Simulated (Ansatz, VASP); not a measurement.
## Si54C53 (V_C1) in two plane-wave programs

Wanted: the spread between two codes on one cell, functional and k mesh. The cell is taken from a series of runs on this material, whose earlier steps may have relaxed, scaled, displaced or heated it; both programs get it as it stands.

Program: Ansatz 0.2.0. Level of theory: plane waves, with VASP 6.6.1 beside it; single point at r2SCAN. Results are calculated unless marked as measured.

## 1. Set-up

The cell holds 107 atoms: 54 Si and 53 C. Cell: a = 9.375 Å, b = 9.375 Å, c = 15.334 Å, α = 90.0°, β = 90.0°, γ = 120.0°. It derives from SiC (SiC (P6_3mc)). Nearest the centre at fractional (0.556, 0.444, 0.542): Si47 at 1.98 Å, Si27 at 1.98 Å, Si29 at 2.00 Å, Si53 at 2.01 Å, C98 at 3.10 Å, C77 at 3.10 Å, C81 at 3.11 Å, C100 at 3.11 Å. The cell carries charge +1.

## 2. Ansatz: single point, r2SCAN

Ansatz runs on its PAW soft_1 files.

A single point gives forces, pressure and levels at one fixed geometry, so differences don't come from the geometry; what else differs is listed under the comparison.

input.yaml reads:

```yaml
crystal:
  checkpoint: "../qp1_M1.relax.run"
  host: checkpoint
total_charge: 1
basis:
  ecutwfc: 500
  xc_grid: 2
hamiltonian:
  xc: r2scan
  pseudopotentials: { kind: paw, azcp: { folder: soft_1 } }
kpoints:
  mp_grid: { grid: [2, 2, 2], shift: [0.5, 0.5, 0.5] }
magnetization:
  spin_polarized: true
  initial_magnetization: 1
  spin_locking: { lock_magnetization: hard }
scf:
  occupations: { method: fermi_dirac, width: 0.01 }
  max_iter: 80
output:
  forces: true
  eigenvalues: true
  charged_corrections:
    epsilon: [7.09, 7.09, 7.35]
    static_epsilon: [10.43, 10.43, 10.95]
    defect_position: [0.555556, 0.444444, 0.541528]
  eigenstates: { localisation: true }
  populations: true
  efg: {}
checkpoint:
  read: "../qp1_M1.relax.run"
  write: "../qp1_M1.point.run"
  compress: false
  write_wavefunctions: false
  write_every: 100000
```

Started as:

```sh
$ ansatz run input.yaml --threads 4 --pin off --max-ram 15073MiB --backend cpu --events-out ev --progress --plain --runs-dir out
```

Numbers of over 12 decimals in the logs are rounded to 6 here.

Log:

```text
Warning: This run holds its total moment fixed (magnetization.spin_locking.lock_magnetization: hard) and mixes its density by anderson or broyden (scf.mixing.algorithm, typed or taken by auto). Slabs with a fixed moment have converged under broyden above another state at the same moment, at the default mixing steps and at smaller ones, and under scf.lower_state_search: standard, light or off a state that such a mixer [...]
crystal.checkpoint: the structure is that of <dir>, a `relax` run, at its step 8: its result, under r2scan at a charge of 1 e; 107 atoms read, 0 with a starting moment; crystal.structure_sha256 for this input is
Engine: ansatz 0.2.0, aarch64-unknown-linux-gnu
Pseudopotentials: kind: paw
Pseudopotential: Si, paw, valence charge 4, recommended cutoff 500 eV (meta_gga), soft_1/Si.paw.azcp
Pseudopotential: C, paw, valence charge 4, recommended cutoff 500 eV (meta_gga), soft_1/C.paw.azcp
Functional definition: r2SCAN
  parameter k0 = 0.174
  parameter k1 = 0.065
  parameter a1 = 4.9479
  exchange = r2scan_x(k0 = k0, k1 = k1, a1 = a1)
  correlation = r2scan_c
Crystal: 107 atoms, lattice volume = 1167.076 Å³
Basis set: ecut = 500 eV, 29623 PW (Γ), exchange–correlation on 144×144×240 points (8 copies of the dense FFT grid, shifted against one another)
Bands: 321, of which v1, the nominal top of the filled ones, is band 214 counted from 1 (213 counted from 0)
Symmetry: 1 space group operations
Space group: P1 (ITA 1), of the structure as read, at distance tolerance 1.1e-4 Å
Magnetic group: BNS 1.1 (UNI 1), of the structure as read, at distance tolerance 1.1e-4 Å
k-points: 4 of 8 (time reversal used)
Non-local potential: Si, projectors of the file, l = 0: 2, l = 1: 2, l = 2: 1
Non-local potential: C, projectors of the file, l = 0: 2, l = 1: 2, l = 2: 1
PAW form: soft (Blöchl's): semilocal exchange-correlation on the pseudo side does not see the compensation charge
PAW frozen core: Si, regenerated for the run's functional (the file was generated under x = pbe(κ = 0.804, μ = 0.219515), c = pbe(β = 0.066725))
PAW frozen core: C, regenerated for the run's functional (the file was generated under x = pbe(κ = 0.804, μ = 0.219515), c = pbe(β = 0.066725))
PAW one-centre angular grid: Si, 302 points (default); XC on 160 Gauss nodes
PAW one-centre angular grid: C, 302 points (default); XC on 219 of its mesh's 2255 points in the sphere
Initial density: read from a saved state, or passed on in memory by an earlier SCF of this step, an earlier step, the calling program or the single point that the run made first
Stability of the state it starts from, as read at its close in the collinear treatment: not read, because the mixer in use, unlike msr1, does not test its closes by its own steps (another_mixer); its run was given moments
Starting moments: Σ|m| = 1 μB on 107 of 107 sites; this step starts from the density that it was given
Initial wavefunctions: pseudopotential atomic-orbital guess — the wavefunctions supplied were not used: k-point sampling differs
Functional: x = r2scan, c = r2scan; τ floored in thin density (d = 2e-4 eV/Å³)
iter 1 solved again at ethr=3.09e-5 eV; its pass at ethr=3.10e-3 eV (dr2=1.32e-1 eV) is discarded
SCF iter   1: F=—  HF=-47884.079793 eV  |F-HF|=—  |Δ(HF+E_count)|=         —  Δρ=1.98e-3 (↑1.98e-3 ↓1.51e-3)  dr2=1.30e-1  dr2_τ=1.32e-3  dr2_m=6.00e-3  M=1.000 μB ∫|m|=1.143 μB  β_m=1.20  ethr=3.09e-5  ⟨swp⟩=7.2  Hψ=18714  notcnv=0  defer=1
preconditioner: auto → Resta (q_TF=auto, 2.307 Å⁻¹)  ε∞=4.3  [insulator: Δε(μ)=0.123 eV  Ē_g=12.318 eV  σ=0.010 eV  W_gap=1.00  n_scr=244 (ndim 8)  ℏωp=22.5 eV  f_vac=0.000  D(μ)=0.17/eV (n_scr^D=0)  ε∞_Penn≈4.3]
spin=Collinear: Resta preconditioning applied to the charge; magnetization (m = ρ↑ − ρ↓) channel mixes plain (no charge-response kernel on spin).
SCF iter   2: F=—  HF=-47884.114685 eV  |F-HF|=—  |Δ(HF+E_count)|=   3.49e-2  Δρ=1.52e-3 (↑1.52e-3 ↓1.10e-3)  dr2=9.27e-2  dr2_τ=1.54e-4  dr2_m=2.22e-3  M=1.000 μB ∫|m|=1.124 μB  β_m=1.20  ethr=3.04e-5  ⟨swp⟩=4.1  Hψ=5999  notcnv=0  κ⁻¹=1.0e0(r=1)
SCF iter   3: F=—  HF=-47884.117512 eV  |F-HF|=—  |Δ(HF+E_count)|=   2.83e-3  Δρ=7.39e-4 (↑7.39e-4 ↓7.29e-4)  dr2=3.02e-2  dr2_τ=4.77e-5  dr2_m=7.79e-5  M=1.000 μB ∫|m|=1.120 μB  β_m=1.20  ethr=2.17e-5  ⟨swp⟩=6.1  Hψ=6576  notcnv=0  defer=5  κ⁻¹=2.1e-1(r=2)
[...]
k-point 3 ↓: bands = [... 210 lower, 8.4322, 8.4814, 8.7196, 11.0024, 11.1494, 11.4454, 11.4849, 11.6462, ... 103 higher]
--- Löwdin populations: 107 sites ---
  site symbol       q [e]    m [muB]
     0     Si      2.9545     0.0003
     1     Si      2.9561     0.0019
     2     Si      2.9584     0.0018
     3     Si      2.9689     0.0003
     4     Si      2.9582     0.0261
     5     Si      2.9688     0.0000
     6      C      4.9526     0.0001
     7      C      4.9546    -0.0010
     8      C      4.9417    -0.0002
     9      C      4.9380    -0.0002
    10      C      4.9329     0.0129
    11      C      4.9416    -0.0000
    12     Si      2.9547     0.0000
    13     Si      2.9565     0.0025
    14     Si      2.9612     0.0017
    15     Si      2.9706     0.0006
    16     Si      2.9720     0.0150
    17     Si      2.9691     0.0000
    18      C      4.9525    -0.0000
    19      C      4.9526    -0.0006
    20      C      4.9404     0.0004
    21      C      4.9374     0.0001
    22      C      4.9189     0.0150
    23      C      4.9398     0.0005
[...]
99     Si      3.2224     0.2507
   100     Si      2.9686     0.0001
   101      C      4.9521    -0.0003
   102      C      4.9277     0.0119
   103      C      4.9415    -0.0002
   104      C      4.9390     0.0010
   105      C      4.9323     0.0112
   106      C      4.9417    -0.0000
  spilling = 0.009981 (of n_electrons = 427.000000)
```

In the SCF lines HF is the Harris–Foulkes energy and dr2 the Hartree energy of the density residual, in eV; the loop may stop once dr2 is under the threshold and the program's other checks hold. Hψ counts applications of the Hamiltonian.

## 3. VASP: single point, r2SCAN

The same cell, functional, mesh and smearing now go to VASP, with its own data sets.

Lines of VASP's logs that name or quote its potential files are left out, and so is its time.

INCAR reads:

```
SYSTEM = Si54C53
PREC = Accurate
ENCUT = 580
EDIFF = 1E-06
NELM = 200
ISMEAR = -1
SIGMA = 0.01
LREAL = Auto
ALGO = Normal
METAGGA = R2SCAN
LASPH = .TRUE.
NELECT = 427
NBANDS = 288
ISPIN = 2
MAGMOM = 0 0 0 0 0.01 0 0 0 0 0 0.01 -0 0 0 0 0 0 0 0 0 0 0 0 0 0 0 0.03 -0 0.05 -0 -0 0 0 0 0 0 0 0 0 0 0 0 0 0 0 0 0.02 0 0 0 0 0 0.05 -0 0 -0 -0 -0 0.01 -0 -0 -0 0 0 0.01 0 0 -0 -0 -0 -0 0 0 -0 0.01 0 0 -0 -0 0 0.01 -0 -0 0 -0 0 0 0 0 -0 -0 0 0 -0 -0 0 0.01 0 0 0.01 0 -0 0.01 -0 0 0.01 -0
LORBIT = 11
LWAVE = .FALSE.
LCHARG = .FALSE.
ISIF = 2
ISYM = 0
NUPDOWN = 1
GGA_COMPAT = .FALSE.
LMIXTAU = .TRUE.
```

POSCAR reads:

```
Si54C53
1.0
    9.3745348521      0.0000000000      0.0000000000
   -4.6872674261      8.1185853306      0.0000000000
    0.0000000000      0.0000000000     15.3344823687
Si C
54 53
Direct
    0.1107870330      0.2213397262      0.8329620533
    0.2217653292      0.1109858411      0.3324960993
    0.2197293958      0.1091690216      0.6661989839
[... 1 atom line left out ...]
    0.9996243314      0.0006637936      0.4988757756
[... 2 atom lines left out ...]
    0.2220967292      0.4455267800      0.3328011617
    0.2203535049      0.4432470662      0.6663620173
[... 1 atom line left out ...]
    0.9989352917      0.3326484278      0.4986662560
[... 5 atom lines left out ...]
    0.0016870524      0.6692392801      0.4990632168
[... 1 atom line left out ...]
    0.4444088780      0.2216573769      0.8336459360
    0.5540192065      0.1107628489      0.3324801185
    0.5558292205      0.1104635093      0.6666251731
[... 1 atom line left out ...]
    0.3315246990      0.9993299960      0.4991672727
[... 1 atom line left out ...]
    0.4446585077      0.5546750148      0.8335289463
    0.5549871548      0.4458394058      0.3329928687
    0.5530731696      0.4425945729      0.6709049201
[... 1 atom line left out ...]
    0.3216524033      0.3238625508      0.5004529218
[... 2 atom lines left out ...]
    0.5550791244      0.7789058449      0.3324411903
    0.5564370799      0.7786344300      0.6661777248
[... 1 atom line left out ...]
    0.3336554191      0.6667453282      0.4990235186
[... 5 atom lines left out ...]
    0.6676661259      0.0013566639      0.4986345303
[... 1 atom line left out ...]
    0.7771290349      0.5547314456      0.8332620322
    0.8900924001      0.4466214366      0.3324391898
    0.8888326739      0.4437534084      0.6665723742
[... 1 atom line left out ...]
    0.6716069806      0.3312853052      0.4979277652
[... 2 atom lines left out ...]
    0.8901159648      0.7792864234      0.3320193863
    0.8894839026      0.7790010254      0.6659315298
[... 1 atom line left out ...]
    0.6775378378      0.6782011681      0.4984891029
[... 3 atom lines left out ...]
    0.1108061092      0.2214961216      0.7078042764
[... 1 atom line left out ...]
    0.2181819947      0.1067977652      0.5417261823
[... 5 atom lines left out ...]
    0.2218017824      0.4449626441      0.5418148696
[... 2 atom lines left out ...]
    0.0001594028      0.6681071080      0.3742370159
[... 5 atom lines left out ...]
    0.3325868849      0.0005389623      0.3743595856
    0.4433407121      0.2205348200      0.7068616772
[... 1 atom line left out ...]
    0.5543394118      0.1128956066      0.5417561080
[... 2 atom lines left out ...]
    0.3334305625      0.3339343725      0.3754858019
    0.4438324787      0.5551942663      0.7064570499
    0.5552648633      0.4449502428      0.2083936254
[... 2 atom lines left out ...]
    0.3331907348      0.6675019826      0.3742983980
[... 2 atom lines left out ...]
    0.5556365322      0.7774124441      0.5415388651
[... 3 atom lines left out ...]
    0.7776605696      0.2218773402      0.7078088151
[... 4 atom lines left out ...]
    0.6659534428      0.3351982775      0.3748122863
    0.7768107013      0.5548704013      0.7060692188
[... 1 atom line left out ...]
    0.8887934179      0.4465006973      0.5417826070
[... 2 atom lines left out ...]
    0.6672163301      0.6682022441      0.3742161770
    0.7779600194      0.8885526396      0.7077194952
[... 1 atom line left out ...]
    0.8935193296      0.7819083355      0.5414098652
    0.7779054085      0.8887324496      0.0412707050
```

KPOINTS reads:

```
Points of the shifted mesh
8
Reciprocal
 0.2500000000  0.2500000000  0.2500000000 1
 0.2500000000  0.2500000000  0.7500000000 1
 0.2500000000  0.7500000000  0.2500000000 1
 0.2500000000  0.7500000000  0.7500000000 1
 0.7500000000  0.2500000000  0.2500000000 1
 0.7500000000  0.2500000000  0.7500000000 1
 0.7500000000  0.7500000000  0.2500000000 1
 0.7500000000  0.7500000000  0.7500000000 1
```

The projector-augmented-wave data sets are Si and C (PBE family, release 64).

Started as:

```sh
$ export OMP_NUM_THREADS=3
$ mpirun -np 1 vasp_std
```

Log:

```text
[banner, memory and clock lines left out]
running    1 mpi-ranks, on    1 nodes
[...]
Offloading initialized ...    1 GPUs detected
[...]
|                                                                             |
|               ----> ADVICE to this user running VASP <----                  |
|                                                                             |
|     You enforced a specific xc type in the INCAR file but a different       |
|     [... a line on the potential file left out ...]
|     I HOPE YOU KNOW WHAT YOU ARE DOING!                                     |
|                                                                             |

 LDA part: xc-table for (None), standard interpolation
 POSCAR, INCAR and KPOINTS ok, starting setup
[...]
entering main loop
       N       E                     dE             d eps       ncg     rms          rms(c)
DAV:   1     0.118023093243E+04    0.11802E+04   -0.21248E+05  9216   0.150E+03
DAV:   2    -0.102068313012E+04   -0.22009E+04   -0.20775E+04 11200   0.252E+02
DAV:   3    -0.118787037648E+04   -0.16719E+03   -0.16518E+03 11208   0.640E+01
DAV:   4    -0.119208616451E+04   -0.42158E+01   -0.41949E+01 11224   0.110E+01
DAV:   5    -0.119220629141E+04   -0.12013E+00   -0.11990E+00 11232   0.179E+00BRMIX: very serious problems
 the old and the new charge density differ
 old charge density:   428.00000 new  427.00000
    0.636E+01
DAV:   6    -0.103349811267E+04    0.15871E+03   -0.24575E+02 10712   0.212E+01    0.351E+01
DAV:   7    -0.103580793179E+04   -0.23098E+01   -0.31635E+01 11456   0.794E+00    0.160E+01
DAV:   8    -0.103632328716E+04   -0.51536E+00   -0.12819E+00 10520   0.213E+00    0.336E+00
DAV:   9    -0.103636361154E+04   -0.40324E-01   -0.17652E-01 10808   0.796E-01    0.782E-01
[...]
DAV:  14    -0.103637070662E+04   -0.46091E-04   -0.82903E-05 10800   0.162E-02    0.200E-02
DAV:  15    -0.103637071399E+04   -0.73660E-05   -0.15830E-05 10816   0.715E-03    0.114E-02
DAV:  16    -0.103637071325E+04    0.73793E-06   -0.53102E-06  9880   0.367E-03
   1 F= -.10363707E+04 E0= -.10363707E+04  d E =-.796416E-05  mag=     0.9957
```

From OUTCAR (step 3):

```text
  FREE ENERGIE OF THE ION-ELECTRON SYSTEM (eV)
  ---------------------------------------------------
  free  energy   TOTEN  =     -1036.3707132494 eV

  energy  without entropy=    -1036.3707052853  energy(sigma->0) =    -1036.37070927

 magnetization (x)
# of ion       s       p       d       tot
------------------------------------------
    1        0.000   0.000   0.000   0.000
    2        0.000   0.000   0.000   0.001
    3        0.001   0.001   0.000   0.002
    4        0.000   0.000   0.000   0.000
    5        0.006   0.007   0.000   0.013
    6       -0.000  -0.000   0.000  -0.000
    7        0.000  -0.000   0.000  -0.000
    8        0.000   0.001   0.000   0.001
    9        0.001   0.001   0.000   0.002
   10        0.000   0.000   0.000   0.000
   11        0.004   0.004   0.000   0.008
   12       -0.000   0.000   0.000   0.000
   13        0.000   0.000   0.000   0.000
[...]
--------------------------------------------------
tot          0.133   0.310   0.000   0.443
```

The cell is charged against a uniform background. The PAW data sets were made with PBE, which is usual practice but a small mismatch for other functionals.

## 4. Side by side

Known differences besides the potentials themselves: VASP starts from the moments at which Ansatz ended; VASP keeps PBE cores, Ansatz makes them for the functional; the cutoff is 500 eV in Ansatz and 580 eV in VASP (PREC = Accurate, projectors in real space); site moments are counted in spheres of each program's own size. Total energies have different zeros and are not compared.

The two programs side by side:

```csv
quantity,Ansatz,VASP,difference
"total moment, fixed by the input (μB)",1.00,1.00,0.00
moment on Si53 (μB),0.05,0.10,-0.05
moment on Si29 (μB),0.05,0.09,-0.04
moment on Si27 (μB),0.03,0.06,-0.03
```

Forces on 7 of the 107 atoms, those with the largest forces and the largest differences (eV/Å; atoms numbered as in POSCAR):

```csv
atom,"Ansatz x, y, z","VASP x, y, z"
Si3,"0.120, 0.065, 0.256","0.122, 0.066, 0.254"
Si5,"-0.290, 0.181, -0.218","-0.285, 0.177, -0.209"
Si27,"-0.391, -0.230, 0.100","-0.391, -0.232, 0.116"
Si29,"-0.234, 0.391, 0.073","-0.242, 0.380, 0.076"
Si47,"0.124, 0.245, -0.313","0.137, 0.240, -0.318"
Si53,"-0.179, -0.132, -0.530","-0.173, -0.119, -0.536"
C106,"-0.024, -0.222, 0.167","-0.018, -0.222, 0.172"
```

The forces differ by 2.7 meV/Å r.m.s., which is 3.2 % of the r.m.s. force of 0.083 eV/Å (both taken over all components). The cell carries a charge of +1 e against a uniform background, so its pressure also hangs on how the neutralising background is counted, and in a defect's cell a gap may be the spacing between its levels.

## 5. Summary of results

| Quantity | Value |
| --- | --- |
| r.m.s. force difference (single point, r2SCAN) | 2.7 meV/Å |

In words: The r.m.s. force difference is 2.7 meV/Å (single point, r2SCAN), within the 12 meV/Å picked in this series as the mark of a large difference. Such differences can come from data sets, numerical settings and the points named under the comparisons, not from the functional's error against experiment.

[Lines on the potential files, build, host, timing and source positions are cut from VASP's logs without a mark.]

[Logs are printed without paths, hosts, clocks, repeated set-up lines and the standing remarks that a program may print on its own settings, such as how far it seeks lower states.]

[Hosts, paths, dates, database ids (printed as entryN), source tags and the programs' standing remarks are cut or masked in the printed files.]
